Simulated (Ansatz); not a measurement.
Selenium (bcc) across density functionals

All rows: Ansatz, plane waves with scalar-relativistic PAW, 420 eV (500 eV for the SCAN forms), relaxed under each functional, no dispersion correction, no zero-point motion. B₀ comes from uniform scaling at fixed shape; a dash is a value not given.

```tsv
functional	V (Å³/atom)	cell	B₀ (GPa)	magnetic state	ΔE to trigonal (grey) selenium (meV/atom)
PBE	20.34	a = 3.439 Å	72	spin not included	591
r²SCAN	20.25	a = 3.434 Å	74	spin not included	722
PBEsol	19.24	a = 3.376 Å	84	spin not included	463
LDA	18.91	a = 3.357 Å	89	spin not included	444
RPBE	20.90	a = 3.471 Å	65	spin not included	778
BLYP	22.69	a = 3.567 Å	55	spin not included	798
```

(1) What does revPBE give?

Results:

(1) V (Å³/atom): 20.72; cell: a = 3.461 Å; B₀ (GPa): 67; magnetic state: spin not included; ΔE to trigonal (grey) selenium (meV/atom): 732.
